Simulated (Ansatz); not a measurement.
Relaxed bulk SnO$_{2}$:

```yaml
crystal:
  lattice:
    - [4.76897, 0.00000, 0.00000]
    - [0.00000, 4.76897, 0.00000]
    - [0.00000, 0.00000, 3.21207]
  atoms:
    - { symbol: Sn, position: [0.00000, 0.00000, 0.00000] }
    - { symbol: Sn, position: [0.50000, 0.50000, 0.50000] }
    - { symbol: O, position: [0.30628, 0.30628, 0.00000] }
    - { symbol: O, position: [0.19372, 0.80628, 0.50000] }
    - { symbol: O, position: [0.69372, 0.69372, 0.00000] }
    - { symbol: O, position: [0.80628, 0.19372, 0.50000] }
```

Miller indices refer to the conventional cell of P4_2/mnm (No. 136), a = 4.769 Å, b = 4.769 Å, c = 3.212 Å, α = 90.00°, β = 90.00°, γ = 90.00°. The bulk's gap is 0.92 eV.

The (101) slab of 14 planes, 11.7 Å thick with 15 Å of vacuum as cut; outer planes O (top) and O (bottom).

Theory: Ansatz, DFT PBEsol, scalar-relativistic, plane waves, PAW. Settings: cutoff 420 eV, Γ-centred mesh 6×5×1 on the computed 28-atom cell, Gaussian smearing of 0.05 eV; no spin polarisation. A dipole correction removes the field between periodic images along c.

The slab isn't stoichiometric (Sn2O5), so its surface energy depends on the chemical potentials; it is given with the excess atoms taken from the element's standard state, a limit at which the compound may itself be unstable, so the figure can be too low.

Results for the relaxed slab:

```yaml
Surface_energy_with_the_excess_atoms_taken_from_the_elements: 2.28 J/m²
Gap_of_the_slab_on_the_mesh: 0.44 eV
Bulk_valence_band_top_under_the_vacuum_level: 8.07 eV
Bulk_conduction_band_bottom_under_the_vacuum_level: 7.15 eV
```

Relaxation lowers the energy by 2.472 J/m² a face; the largest move is 1.103 Å.

```tsv
plane (bottom to top)	atoms	spacing to next, bulk (Å)	relaxed (Å)	change (%)
1	O2	1.032	0.629	-39.1
2	O2	0.816	0.778	-4.7
3	Sn2	0.816	0.886	+8.6
4	O2	1.032	0.996	-3.5
5	O2	0.816	0.855	+4.8
6	Sn2	0.816	0.763	-6.5
7	O2	1.032	1.106	+7.1
8	O2	0.816	0.763	-6.5
9	Sn2	0.816	0.855	+4.8
10	O2	1.032	0.996	-3.5
11	O2	0.816	0.886	+8.6
12	Sn2	0.816	0.778	-4.7
13	O2	1.032	0.628	-39.1
14	O2
```

An odd mesh misses points on the zone edge, so a gap read on it can be too wide. Gaps are read on the k points sampled, so a band crossing between them can be missed.